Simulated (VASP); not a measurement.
The system is TaSi2.

```
Ta Si
1.0
     4.78390    0.00000    0.00000
    -2.39195    4.14298    0.00000
     0.00000    0.00000    6.57000
Ta Si
3 6
Cartesian
  -1.1960 2.0715 2.1900
  1.1960 2.0715 4.3800
  2.3920 0.0000 0.0000
  1.1407 0.6586 2.1900
  -1.2512 3.4844 4.3800
  2.3920 2.8258 0.0000
  1.2512 3.4844 2.1900
  3.6432 0.6586 4.3800
  0.0000 1.3172 0.0000
```

Base run:

- Program: VASP 6.6.1
- Functional: PBEsol
- Potentials or basis: VASP PAW PBE potentials, release 64 (Ta_pv, Si)
- Cutoff: 520 eV
- k mesh: 5 × 5 × 3
- Occupations: fermi-dirac, width 0.05 eV
- Spin: no spin polarisation
- Hubbard terms: Ta d U = 4 eV

Its results: band gap on the k mesh none (metal or under the smearing width); pressure 3.7 GPa; largest force 0.092 eV/Å.

Q: After a change of settings the same cell gave: band gap on the k mesh none (metal or under the smearing width); pressure 5.2 GPa; largest force 0.119 eV/Å. Which change was it?
A. hubbard terms from Ta d U = 4 eV to Ta d U = 3 eV
B. hubbard terms from Ta d U = 4 eV to Ta d U = 5 eV
C. hubbard terms from Ta d U = 4 eV to none

A: B.

Caveats: the PAW data sets were made with another functional, which shifts forces and pressure a little; U without spin polarisation on a metal has little footing; the U is typed as a test and isn't derived for this compound.
